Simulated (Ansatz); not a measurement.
All numbers below come from DFT PBE, scalar-relativistic, plane waves, PAW in Ansatz 0.2.0. Settings: cutoff 420 eV, Γ-centred meshes spaced at most about 0.3 Å⁻¹, and about 0.25 Å⁻¹ or finer for metals (2π included), Gaussian smearing. No spin polarisation in the final relaxations.

These are static total energies at zero pressure.

Compare these two cells of Bi, each relaxed at this level.

A.

```cif
data_structure
_symmetry_space_group_name_H-M 'P6/mmm'
_symmetry_Int_Tables_number 191
_cell_length_a 5.4675
_cell_length_b 5.4675
_cell_length_c 3.3640
_cell_angle_alpha 90.000
_cell_angle_beta 90.000
_cell_angle_gamma 120.000
_cell_volume 87.09
loop_
_atom_site_label
_atom_site_type_symbol
_atom_site_symmetry_multiplicity
_atom_site_Wyckoff_symbol
_atom_site_fract_x
_atom_site_fract_y
_atom_site_fract_z
_atom_site_occupancy
Bi1 Bi 2 d 0.33333 0.66667 0.50000 1
```

B.

```cif
data_structure
_symmetry_space_group_name_H-M 'Fm-3m'
_symmetry_Int_Tables_number 225
_cell_length_a 5.0270
_cell_length_b 5.0270
_cell_length_c 5.0270
_cell_angle_alpha 90.000
_cell_angle_beta 90.000
_cell_angle_gamma 90.000
_cell_volume 127.04
loop_
_atom_site_label
_atom_site_type_symbol
_atom_site_symmetry_multiplicity
_atom_site_Wyckoff_symbol
_atom_site_fract_x
_atom_site_fract_y
_atom_site_fract_z
_atom_site_occupancy
Bi1 Bi 4 a 0.00000 0.00000 0.00000 1
```

Question: Which is lower in energy, and by how much?

Answer: A is lower, by 70 meV/atom. A has space group P6/mmm (No. 191), 43.5 Å³/atom and no gap on its mesh; B has the fcc type, space group Fm-3m (No. 225), 31.8 Å³/atom and no gap. Counting all near atoms (those within 1.25 times the shortest distance at each site), A has Bi 5 and B has Bi 12. The lower one is the more open, so pressure narrows the difference. In A, around Bi lie 3 Bi at 3.16 Å and 2 Bi at 3.36 Å. In B, Bi is surrounded by 12 Bi at 3.55 Å. Both come from invented guesses. The part of the Crystallography Open Database at hand lists Bi in space groups No. 12, 166, 194; no cell shown has one of them.

Spin–orbit coupling, which can matter for Bi, is left out. Cells relaxed within their symmetry can be saddle points.
